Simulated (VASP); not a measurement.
# TiTe (P6_3/mmc) in VASP: notebook

The runs below take TiTe through single point, with PBEsol.

All numbers are computed with VASP 6.6.1; they aren't measurements. Logs are shortened: lines on timing, memory, paths and dates and some standing lists are left out, and cuts for length are marked.

### 1 The crystal as given

The structure is hexagonal, space group P6_3/mmc (No. 194). Conventional cell: a = 3.842 Å, b = 3.842 Å, c = 6.403 Å, α = 90.00°, β = 90.00°, γ = 120.00°. Te (site symmetry -6m2) has 6 Ti at 2.74 Å as nearest neighbours. Ti (site symmetry -3m) has 6 Te at 2.74 Å as nearest neighbours.

### 2 Single point, PBEsol

Input file INCAR:

```
PREC = Accurate
ENCUT = 700
EDIFF = 1E-6
ISMEAR = 0
SIGMA = 0.05
LREAL = F
LASPH = T
NELM = 100
ALGO = Normal
ISIF = 2
LWAVE = F
LCHARG = F
GGA = PS
NBANDS = 26
ADDGRID = F
```

Input file KPOINTS:

```
regular mesh
0
Gamma
  4 4 2
```

Input file POSCAR:

```
TiTe
1.0
    3.8420000000      0.0000000000      0.0000000000
   -1.9210000000      3.3272696013      0.0000000000
    0.0000000000      0.0000000000      6.4030000000
Te Ti
2 2
Direct
    0.6666666667      0.3333333333      0.7500000000
    0.3333333333      0.6666666667      0.2500000000
    0.0000000000      0.0000000000      0.5000000000
    0.0000000000      0.0000000000      0.0000000000
```

Potentials or basis: VASP PAW PBE potentials, release 64 (Te, Ti_sv).

Launch:

```sh
$ cat potpaw_PBE.64/Te/POTCAR potpaw_PBE.64/Ti_sv/POTCAR > POTCAR
$ mpirun -np 1 vasp_std > vasp.out
```

OUTCAR:

```text
PREC = Accurate
   ENCUT = 700
   EDIFF = 1E-6
   ISMEAR = 0
   LREAL = F
   LASPH = T
   NELM = 100
   ISIF = 2
   GGA = PS

 Found      8 irreducible k-points:

 Following reciprocal coordinates:
            Coordinates               Weight
  0.000000  0.000000  0.000000      1.000000
  0.250000 -0.000000  0.000000      6.000000
  0.500000 -0.000000  0.000000      3.000000
  0.250000  0.250000  0.000000      6.000000
  0.000000  0.000000  0.500000      1.000000
  0.250000 -0.000000  0.500000      6.000000
   k-points           NKPTS =      8   k-points in BZ     NKDIM =      8   number of bands    NBANDS=     26
   number of dos      NEDOS =    301   number of ions     NIONS =      4
   total plane-waves  NPLWV =  72576
   dimension x,y,z NGX =    36 NGY =   36 NGZ =   56
   dimension x,y,z NGXF=    72 NGYF=   72 NGZF=  112
   ions per type =               2   2
   NGX,Y,Z   is equivalent  to a cutoff of  15.58, 15.58, 14.54 a.u.
   NGXF,Y,Z  is equivalent  to a cutoff of  31.15, 31.15, 29.08 a.u.
 SYSTEM =  unknown system
   PREC   = accura    normal or accurate (medium, high low for compatibility)
   ISTART =      0    job   : 0-new  1-cont  2-samecut
   ICHARG =      2    charge: 1-file 2-atom 10-const
   ISPIN  =      1    spin polarized calculation?
   LNONCOLLINEAR =      F non collinear calculations
   LSORBIT =      F    spin-orbit coupling
   LASPH  =      T    aspherical Exc in radial PAW
   ENCUT  =  700.0 eV  51.45 Ry    7.17 a.u.   8.29  8.29 13.81*2*pi/ulx,y,z
   NELM   =    100;   NELMIN=  2; NELMDL= -5     # of ELM steps
   EDIFF  = 0.1E-05   stopping-criterion for ELM
   LREAL  =      F    real-space projection
   EDIFFG = 0.1E-04   stopping-criterion for IOM
   NSW    =      0    number of steps for IOM
   IBRION =     -1    ionic relax: 0-MD 1-quasi-New 2-CG
   NFREE  =      0    steps in history (QN), initial steepest desc. (CG)
   ISIF   =      2    stress and relaxation
   ISYM   =      2    0-nonsym 1-usesym 2-fastsym
   POTIM  = 0.5000    time-step for ionic-motion
   TEBEG  =    0.0;   TEEND  =   0.0 temperature during run
   PSTRESS=    0.0 pullay stress
   NELECT =      36.0000    total number of electrons
   NUPDOWN=      -1.0000    fix difference up-down
   EMIN   =  10.00;   EMAX   =-10.00  energy-range for DOS
   EFERMI =   0.00;   METHOD = LEGACY
   ISMEAR =     0;   SIGMA  =   0.05  broadening in eV -4-tet -1-fermi 0-gaus
   EFERMI_NEDOS =   21; number of points for ismear=-14 and -15
   IALGO  =     38    algorithm
   IMIX   =      4    mixing-type and parameters
     AMIX     =   0.40;   BMIX     =  1.00
     AMIX_MAG =   1.60;   BMIX_MAG =  1.00
  volume/ion in A,a.u.               =      20.46       138.09
  Fermi-wavevector in a.u.,A,eV,Ry     =   1.244991  2.352691 21.089049  1.550001
  Thomas-Fermi vector in A             =   2.379233
   LORBIT       =      0    0 simple, 1 ext, 2 COOP (PROOUT), +10 PAW based schemes
   GGA     = PS    functional components
   LHFCALC =     F    Hartree Fock is set to
   AEXX    =    0.0000 exact exchange contribution
   IVDW    =     0    specifies the selected vdW correction
   LEPSILON=     F    determine dielectric tensor
   LRPA    =     F    only Hartree local field effects (RPA)
 non-spin polarized calculation
 Gauss-broadening in eV      SIGMA  =   0.05
  energy-cutoff  :      700.00
  volume of cell :       81.85
 maximum number of plane-waves:      3472
 NGX is ok and might be reduce to    36
   NGX = 17   NGY = 17   NGZ = 27

 number of electron      36.0000003 magnetization

 Free energy of the ion-electron system (eV)
  ---------------------------------------------------
  ext. energy  EPLUGINS =         0.00000000
  ---------------------------------------------------
  free energy    TOTEN  =       -26.20195956 eV

  energy without entropy =      -26.19444145  energy(sigma->0) =      -26.19820050

 E-fermi :  10.2121     XC(G=0): -11.1592

 val. band max:       10.1633109683   @ k =   0.2500  -0.0000   0.0000
 cond. band min:      10.2527504266   @ k =   0.2500  -0.0000   0.5000
 fundamental gap:      0.0894394583
 Fermi energy:        10.2120947349

 k-point     1 :       0.0000    0.0000    0.0000
  band No.  band energies     occupation
      1     -46.9898      2.00000
      2     -46.9753      2.00000
      3     -23.4623      2.00000
      4     -23.4207      2.00000
      5     -23.4207      2.00000
      6     -23.4024      2.00000
[... 18 lines left out ...]
     25      13.0061      0.00000
     26      14.2250      0.00000

 k-point     2 :       0.2500   -0.0000    0.0000
  band No.  band energies     occupation
      1     -46.9883      2.00000
      2     -46.9739      2.00000
      3     -23.4549      2.00000
      4     -23.4448      2.00000
      5     -23.4265      2.00000
      6     -23.4217      2.00000
[... 18 lines left out ...]
     25      12.5283      0.00000
     26      13.6305      0.00000

 k-point     3 :       0.5000   -0.0000    0.0000
  band No.  band energies     occupation
      1     -46.9868      2.00000
      2     -46.9725      2.00000
      3     -23.4692      2.00000
      4     -23.4470      2.00000
      5     -23.4409      2.00000
      6     -23.4323      2.00000
[... 18 lines left out ...]
     25      13.1237      0.00000
     26      13.5109      0.00000

 k-point     4 :       0.2500    0.2500    0.0000
  band No.  band energies     occupation
      1     -46.9868      2.00000
      2     -46.9725      2.00000
      3     -23.4598      2.00000
      4     -23.4475      2.00000
      5     -23.4412      2.00000
      6     -23.4332      2.00000
[... 18 lines left out ...]
     25      12.7669      0.00000
     26      12.8114      0.00000

 k-point     5 :       0.0000    0.0000    0.5000
  band No.  band energies     occupation
      1     -46.9826      2.00000
      2     -46.9826      2.00000
      3     -23.4116      2.00000
      4     -23.4116      2.00000
      5     -23.4116      2.00000
      6     -23.4116      2.00000
[... 18 lines left out ...]
     25      12.6681      0.00000
     26      12.6681      0.00000

 k-point     6 :       0.2500   -0.0000    0.5000
  band No.  band energies     occupation
      1     -46.9811      2.00000
      2     -46.9811      2.00000
      3     -23.4335      2.00000
      4     -23.4335      2.00000
      5     -23.4164      2.00000
      6     -23.4164      2.00000
[... 18 lines left out ...]
     25      12.5396      0.00000
     26      12.5396      0.00000

 [... further k-points ...]

------------------------ aborting loop because EDIFF is reached ----------------------------------------

  FORCE on cell =-STRESS in cart. coord.  units (eV):
  Direction    XX          YY          ZZ          XY          YZ          ZX
  --------------------------------------------------------------------------------------
  -------------------------------------------------------------------------------------
  Total        1.2857991      1.2857991      3.0866289     -0.0000000      0.0000000      0.0000000
  in kB       25.1683558     25.1683558     60.4179716     -0.0000000      0.0000000      0.0000000
  external PRESSURE =      36.9182277 kB  Pullay stress =       0.0000000 kB

 VOLUME and BASIS-vectors are now :
 -----------------------------------------------------------------------------
  energy-cutoff  :      700.00
  volume of cell :       81.85
      direct lattice vectors                 reciprocal lattice vectors
     3.842000000  0.000000000  0.000000000     0.260281104  0.150273365  0.000000000
    -1.921000000  3.327269601  0.000000000     0.000000000  0.300546730  0.000000000
     0.000000000  0.000000000  6.403000000     0.000000000  0.000000000  0.156176792

 POSITION                                       TOTAL-FORCE (eV/Angst)
 -----------------------------------------------------------------------------------
      1.92100      1.10909      4.80225         0.000000      0.000000      0.000000
     -0.00000      2.21818      1.60075        -0.000000     -0.000000      0.000000
      0.00000      0.00000      3.20150        -0.000000      0.000000      0.000000
      0.00000      0.00000      0.00000         0.000000      0.000000      0.000000
 -----------------------------------------------------------------------------------
    total drift:                                0.000000     -0.000000      0.000000

  FREE ENERGIE OF THE ION-ELECTRON SYSTEM (eV)
  ---------------------------------------------------
  free  energy   TOTEN  =       -26.2019595585 eV

  energy  without entropy=      -26.1944414508  energy(sigma->0) =      -26.19820050
```

OSZICAR:

```text
N       E                     dE             d eps       ncg     rms          rms(c)
DAV:   1     0.415996127544E+03    0.41600E+03   -0.19946E+04   416   0.178E+03
DAV:   2     0.155075935942E+02   -0.40049E+03   -0.39139E+03   416   0.469E+02
DAV:   3    -0.251487209803E+02   -0.40656E+02   -0.39992E+02   708   0.132E+02
DAV:   4    -0.284064136153E+02   -0.32577E+01   -0.32358E+01   616   0.305E+01
DAV:   5    -0.285649973811E+02   -0.15858E+00   -0.15852E+00   616   0.552E+00    0.149E+01
DAV:   6    -0.263891059126E+02    0.21759E+01   -0.17716E+01   540   0.323E+01    0.494E+00
DAV:   7    -0.262261822294E+02    0.16292E+00   -0.18361E+00   508   0.117E+01    0.371E+00
DAV:   8    -0.262019410201E+02    0.24241E-01   -0.10210E-01   502   0.218E+00    0.788E-01
DAV:   9    -0.262016426430E+02    0.29838E-03   -0.12452E-02   638   0.581E-01    0.381E-01
DAV:  10    -0.262020175890E+02   -0.37495E-03   -0.20267E-03   518   0.433E-01    0.596E-02
DAV:  11    -0.262019606733E+02    0.56916E-04   -0.32895E-04   564   0.171E-01    0.239E-02
DAV:  12    -0.262019605507E+02    0.12261E-06   -0.13955E-05   612   0.280E-02    0.158E-02
DAV:  13    -0.262019595585E+02    0.99219E-06   -0.93853E-06   488   0.252E-02
   1 F= -.26201960E+02 E0= -.26198201E+02  d E =-.751811E-02
```

stdout:

```text
POSCAR found type information on POSCAR TeTi
 POSCAR found :  2 types and       4 ions
 scaLAPACK will be used
 -----------------------------------------------------------------------------
|                                                                             |
|                                                                             |
|     You enforced a specific xc type in the INCAR file but a different       |
|     I HOPE YOU KNOW WHAT YOU ARE DOING!                                     |
|                                                                             |
 -----------------------------------------------------------------------------

 LDA part: xc-table for (Slater+PW92), standard interpolation
 POSCAR, INCAR and KPOINTS ok, starting setup
 FFT: planning ... GRIDC
 FFT: planning ... GRID_SOFT
 FFT: planning ... GRID
 WAVECAR not read
 entering main loop
```

It took 14 s on 1 thread of Intel Xeon 6975P-C (Granite Rapids), shared host; peak memory 0.24 GiB.

The run converged, but some of its settings lie outside the range that counts as converged, so its numbers aren't taken as properties of the crystal.

What came out:

```yaml
Free_energy: -26.2020 eV
Pressure: 3.7 GPa
Band_gap_on_the_k_mesh: none (metal or under the smearing width)
```

Caveat: the k mesh is coarse (spacing up to 0.49 Å⁻¹), so the values aren't converged; the PAW data sets were made with another functional, which shifts forces and pressure a little.

### 3 Single point, PBEsol

INCAR, as its differences from that of step 2:

```diff
@@ -1,3 +1,3 @@
 PREC = Accurate
-ENCUT = 700
+ENCUT = 400
 EDIFF = 1E-6
```

Input file KPOINTS:

```
regular mesh
0
Gamma
  5 5 3
```

POSCAR is that of step 2.

Potentials or basis: VASP PAW PBE potentials, release 64 (Te, Ti_sv).

Launch:

```sh
$ cat potpaw_PBE.64/Te/POTCAR potpaw_PBE.64/Ti_sv/POTCAR > POTCAR
$ mpirun -np 1 vasp_std > vasp.out
```

OUTCAR:

```text
PREC = Accurate
   ENCUT = 400
   EDIFF = 1E-6
   ISMEAR = 0
   LREAL = F
   LASPH = T
   NELM = 100
   ISIF = 2
   GGA = PS

 Found     10 irreducible k-points:

 Following reciprocal coordinates:
            Coordinates               Weight
  0.000000  0.000000  0.000000      1.000000
  0.200000  0.000000  0.000000      6.000000
  0.400000  0.000000  0.000000      6.000000
  0.200000  0.200000  0.000000      6.000000
  0.400000  0.200000  0.000000      6.000000
  0.000000  0.000000  0.333333      2.000000
   k-points           NKPTS =     10   k-points in BZ     NKDIM =     10   number of bands    NBANDS=     26
   number of dos      NEDOS =    301   number of ions     NIONS =      4
   total plane-waves  NPLWV =  32928
   dimension x,y,z NGX =    28 NGY =   28 NGZ =   42
   dimension x,y,z NGXF=    56 NGYF=   56 NGZF=   84
   ions per type =               2   2
   NGX,Y,Z   is equivalent  to a cutoff of  12.12, 12.12, 10.90 a.u.
   NGXF,Y,Z  is equivalent  to a cutoff of  24.23, 24.23, 21.81 a.u.
 SYSTEM =  unknown system
   PREC   = accura    normal or accurate (medium, high low for compatibility)
   ISTART =      0    job   : 0-new  1-cont  2-samecut
   ICHARG =      2    charge: 1-file 2-atom 10-const
   ISPIN  =      1    spin polarized calculation?
[... 56 lines left out ...]

 val. band max:        9.9970161475   @ k =   0.2000   0.0000   0.0000
 cond. band min:      10.0934540855   @ k =   0.2000   0.2000   0.3333
 fundamental gap:      0.0964379381
 Fermi energy:        10.0489164670

 k-point     1 :       0.0000    0.0000    0.0000
  band No.  band energies     occupation
      1     -46.9842      2.00000
      2     -46.9699      2.00000
      3     -23.4426      2.00000
      4     -23.4286      2.00000
      5     -23.4286      2.00000
      6     -23.4103      2.00000
[... 163 lines left out ...]
     25      13.4755      0.00000
     26      13.4756      0.00000

 [... further k-points ...]

------------------------ aborting loop because EDIFF is reached ----------------------------------------

  FORCE on cell =-STRESS in cart. coord.  units (eV):
  Direction    XX          YY          ZZ          XY          YZ          ZX
  --------------------------------------------------------------------------------------
  -------------------------------------------------------------------------------------
  Total        1.1326614      1.1326614      2.8149898      0.0000000      0.0000000      0.0000000
  in kB       22.1708233     22.1708233     55.1008819      0.0000000      0.0000000      0.0000000
  external PRESSURE =      33.1475095 kB  Pullay stress =       0.0000000 kB

 VOLUME and BASIS-vectors are now :
 -----------------------------------------------------------------------------
  energy-cutoff  :      400.00
  volume of cell :       81.85
      direct lattice vectors                 reciprocal lattice vectors
     3.842000000  0.000000000  0.000000000     0.260281104  0.150273365  0.000000000
    -1.921000000  3.327269601  0.000000000     0.000000000  0.300546730  0.000000000
     0.000000000  0.000000000  6.403000000     0.000000000  0.000000000  0.156176792

 POSITION                                       TOTAL-FORCE (eV/Angst)
 -----------------------------------------------------------------------------------
      1.92100      1.10909      4.80225         0.000000     -0.000000      0.000000
     -0.00000      2.21818      1.60075        -0.000000      0.000000      0.000000
      0.00000      0.00000      3.20150        -0.000000      0.000000      0.000000
      0.00000      0.00000      0.00000        -0.000000      0.000000      0.000000
 -----------------------------------------------------------------------------------
    total drift:                                0.000000     -0.000000      0.000000

  FREE ENERGIE OF THE ION-ELECTRON SYSTEM (eV)
  ---------------------------------------------------
  free  energy   TOTEN  =       -26.2299453778 eV

  energy  without entropy=      -26.2262013426  energy(sigma->0) =      -26.22807336
```

stdout:

```text
POSCAR found type information on POSCAR TeTi
 POSCAR found :  2 types and       4 ions
 scaLAPACK will be used
 -----------------------------------------------------------------------------
|                                                                             |
|                                                                             |
|     You enforced a specific xc type in the INCAR file but a different       |
|     I HOPE YOU KNOW WHAT YOU ARE DOING!                                     |
|                                                                             |
 -----------------------------------------------------------------------------

 LDA part: xc-table for (Slater+PW92), standard interpolation
 POSCAR, INCAR and KPOINTS ok, starting setup
 FFT: planning ... GRIDC
 FFT: planning ... GRID_SOFT
 FFT: planning ... GRID
 WAVECAR not read
 entering main loop
```

Wall time 9.1 s (1 thread of Intel Xeon 6975P-C (Granite Rapids), shared host); peak memory 0.17 GiB.

These settings aren't checked as converged: the numbers below hold their error.

What came out:

| Quantity | Value |
| --- | --- |
| Free energy | -26.2299 eV |
| Pressure | 3.3 GPa |
| Band gap on the k mesh | none (metal or under the smearing width) |

Caveat: the k mesh is coarse (spacing up to 0.38 Å⁻¹), so the values aren't converged; the PAW data sets were made with another functional, which shifts forces and pressure a little.

### 4 Single point, PBEsol

INCAR, as its differences from that of step 3:

```diff
@@ -1,3 +1,3 @@
 PREC = Accurate
-ENCUT = 400
+ENCUT = 350
 EDIFF = 1E-6
```

Input file KPOINTS:

```
regular mesh
0
Gamma
  6 6 3
```

POSCAR is that of step 3.

Launch:

```sh
$ cat potpaw_PBE.64/Te/POTCAR potpaw_PBE.64/Ti_sv/POTCAR > POTCAR
$ mpirun -np 1 vasp_std > vasp.out
```

Run time: 7.4 s. Hardware: 1 thread of Intel Xeon 6975P-C (Granite Rapids), shared host; peak memory 0.16 GiB.

These settings aren't checked as converged: the numbers below hold their error.

What came out:

| Quantity | Value |
| --- | --- |
| Free energy | -26.2366 eV |
| Pressure | 3.1 GPa |
| Band gap on the k mesh | none (metal or under the smearing width) |

Caveat: the PAW data sets were made with another functional, which shifts forces and pressure a little.

### 5 Single point, PBEsol

INCAR, as its differences from that of step 4:

```diff
@@ -1,3 +1,3 @@
 PREC = Accurate
-ENCUT = 350
+ENCUT = 450
 EDIFF = 1E-6
```

Input file KPOINTS:

```
regular mesh
0
Gamma
  5 5 3
```

POSCAR is that of step 4.

Launch:

```sh
$ cat potpaw_PBE.64/Te/POTCAR potpaw_PBE.64/Ti_sv/POTCAR > POTCAR
$ mpirun -np 1 vasp_std > vasp.out
```

It took 9.6 s on 1 thread of Intel Xeon 6975P-C (Granite Rapids), shared host; peak memory 0.18 GiB.

The run converged, but some of its settings lie outside the range that counts as converged, so its numbers aren't taken as properties of the crystal.

What came out:

* Free energy: -26.2314 eV
* Pressure: 3.4 GPa
* Band gap on the k mesh: none (metal or under the smearing width)

Caveat: the k mesh is coarse (spacing up to 0.38 Å⁻¹), so the values aren't converged; the PAW data sets were made with another functional, which shifts forces and pressure a little.

### 6 The reference run

An earlier run on the cell as given: functional PBEsol; potentials or basis VASP PAW PBE potentials, release 64 (Te, Ti_sv); cutoff 520 eV; k mesh 8 × 8 × 4; occupations fermi-dirac, width 0.05 eV; no spin polarisation.

* Pressure: 3.5 GPa
* Band gap on the k mesh: none (metal or under the smearing width)
